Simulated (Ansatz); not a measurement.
# TaSi$_{2}$ (P6_222), a vibration from a frozen displacement

Theory: DFT PBE, scalar-relativistic, plane waves, PAW (Ansatz). Settings: plane waves to 420 eV, k-mesh 9×9×6 (Γ-centred), Gaussian smearing 0.15 eV. Spin–orbit coupling is left out, which matters for the heavy elements here. No spin polarisation. Energies are free energies at this smearing, counted from the undisturbed cell; pressure is positive in compression.

The undisturbed cell (relaxed at this level; it needn't be the usual structure):

```
Ta Si
1.0
     4.80510    0.00000    0.00000
    -2.40255    4.16134    0.00000
     0.00000    0.00000    6.59887
Ta Si
3 6
Direct
  0.50000 0.00000 0.50000
  0.50000 0.50000 0.83333
  0.00000 0.50000 0.16667
  0.15892 0.31784 0.50000
  0.84108 0.15892 0.83333
  0.68216 0.84108 0.16667
  0.84108 0.68216 0.50000
  0.15892 0.84108 0.83333
  0.31784 0.15892 0.16667
```

Every Ta atom is moved by x along the Cartesian unit vector (0.000, 1.000, 0.000); the cell and all other atoms stay fixed. The cell's volume is 131.95 Å³; the moved atoms weigh 542.844 u together and the others 168.510 u. Some rows repeat others by symmetry and weren't run.

| x (Å) | ΔE (meV/cell) | total force on the moved atoms along the move (eV/Å) | pressure (GPa) |
| --- | --- | --- | --- |
| -0.1000 | 168.46 | 3.3797 | 0.6361 |
| -0.0875 | 128.89 | 2.9528 | 0.4916 |
| -0.0750 | 94.63 | 2.5278 | 0.3666 |
| -0.0625 | 65.68 | 2.1044 | 0.2609 |
| -0.0500 | 42.02 | 1.6821 | 0.1744 |
| -0.0375 | 23.63 | 1.2608 | 0.1072 |
| -0.0250 | 10.50 | 0.8401 | 0.0592 |
| -0.0125 | 2.62 | 0.4200 | 0.0304 |
| 0.0000 | 0.00 | 0.0000 | 0.0208 |
| 0.0125 | 2.62 | -0.4200 | 0.0304 |
| 0.0250 | 10.50 | -0.8401 | 0.0592 |
| 0.0375 | 23.63 | -1.2608 | 0.1072 |
| 0.0500 | 42.02 | -1.6821 | 0.1744 |
| 0.0625 | 65.68 | -2.1044 | 0.2609 |
| 0.0750 | 94.63 | -2.5278 | 0.3666 |
| 0.0875 | 128.89 | -2.9528 | 0.4916 |
| 0.1000 | 168.46 | -3.3797 | 0.6361 |

Task: What frequency belongs to this motion?

Result: The force constant is k = −dF/dx = 33.600 eV/Å², from the parabola through x = -0.0125, 0 and 0.0125. In every cell the moved atoms swing against the rest, so the mass is μ = m₁m₂/(m₁ + m₂) = 128.592 u, and ν̃ = 521.5 cm⁻¹ × √(|k|/μ) = 267 cm⁻¹. The pattern needn't be a normal mode: ν̃² is then a weighted mean of the squared nonzero frequencies at the zone centre of this cell, so it lies between the lowest and the highest of them.

Task: How far does the harmonic law reach?

Result: At x = -0.100 Å, kx²/2 = 168.00 meV against the computed 168.46 meV (+0.3 %): the well is still close to harmonic there.

Task: The pressure changes with x². What does that say about the frequency under compression?

Result: With E = k(V)x²/2, k ∝ V^(−2γ) and x scaling with the cell as V^(1/3), P − P0 = −∂E/∂V = (2γ − 2/3) ΔE/V. At x = 0.0250 Å, V(P − P0) = 131.95 × 0.03839 / 160.2 eV = 31.62 meV and ΔE = 10.50 meV, so γ = 1/3 + V(P − P0)/(2ΔE) = 1.84. This is the Grüneisen parameter of the motion under uniform scaling of the cell: shrinking the cell evenly by 1 % in volume raises the frequency by about 1.84 %.

In a metal these slopes depend on the k mesh and the smearing.

The Ta sublattice sits in a stiff, nearly parabolic well against Si. Because each sublattice moves rigidly, Ta–Ta and Si–Si distances don't change, so the restoring force measures the Ta–Si coupling alone, probably dominated by covalent Ta d–Si p bonding and short-range repulsion. Silicon, being lighter, carries most of the real motion, which helps to place the frequency as high as 267 cm⁻¹ despite the heavy metal.

The twofold axis along c makes opposite displacements equivalent and forbids a cubic term. The slight hardening at large amplitude is therefore of even order, and suggests that repulsion in the shortened Ta–Si contacts slightly outweighs the softening of the stretched ones. The same steepening of the short-range forces explains why compression raises the frequency, with γ = 1.84.

Hexagonal symmetry gives every in-plane direction the same harmonic force constant, but motion along c is independent. The positive curvature shows stability against this one displacement, not against other zone-centre patterns or modulations with a longer period.
